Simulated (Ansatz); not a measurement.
Structure: BeSe (zincblende), at its r2SCAN minimum. The symmetry is F-43m (No. 216, cubic); conventional cell a = 5.162 Å, 17.19 Å³ an atom. Be has 4 Se at 2.24 Å; Se has 4 Be at 2.24 Å.

```
Be Se
1.0
     0.00000    2.58104    2.58104
     2.58104    0.00000    2.58104
     2.58104    2.58104    0.00000
Be Se
1 1
Direct
  0.00000 0.00000 0.00000
  0.25000 0.25000 0.25000
```

4 runs of Ansatz 0.2.0 on this cell differ in the functional (and in the settings that go with it). Levels are in eV from each run's valence top; v1 is the last filled band, c1 the first empty one.

Run A, mean stress -0.7 GPa (compression positive):
```tsv
point	v2	v1	c1	c2
Γ	0.00	0.00	5.38	6.08
X	-2.84	-2.84	3.49	5.12
U	-4.29	-2.37	4.67	7.89
L	-1.15	-1.15	5.31	7.05
W	-4.07	-3.49	7.10	8.35
```

Run B, mean stress -0.7 GPa (compression positive):
```tsv
point	v2	v1	c1	c2
Γ	0.00	0.00	6.05	6.79
X	-2.88	-2.88	4.17	5.82
U	-4.36	-2.40	5.36	8.62
L	-1.16	-1.16	6.01	7.77
W	-4.13	-3.55	7.82	9.09
```

Run C, mean stress +0.7 GPa (compression positive):
```tsv
point	v2	v1	c1	c2
Γ	0.00	0.00	4.29	5.02
X	-2.62	-2.62	2.66	4.22
U	-3.96	-2.18	3.77	6.82
L	-1.06	-1.06	4.30	5.98
W	-3.75	-3.24	6.14	7.10
```

Run D, mean stress 0.0 GPa (compression positive):
```tsv
point	v2	v1	c1	c2
Γ	0.00	0.00	5.04	5.60
X	-2.68	-2.68	3.12	4.68
U	-4.05	-2.23	4.26	7.40
L	-1.08	-1.08	4.90	6.55
W	-3.84	-3.29	6.62	7.91
```

Problem. Match the runs to PBE, r2SCAN, HSE06, PBE0.

Solution. A is HSE06, B is PBE0, C is PBE, D is r2SCAN. In order of the gap: PBE 2.66, r2SCAN 3.12, HSE06 3.49, PBE0 4.17 eV. The stress vanishes for r2SCAN, which relaxed the cell.

No spin polarisation and no zero-point or thermal motion.

Spin-orbit coupling is left out.

The program warns that its thresholds are loose for a hybrid's stress.

The meshes of the hybrids are coarse, so their gaps aren't converged to the digits shown.
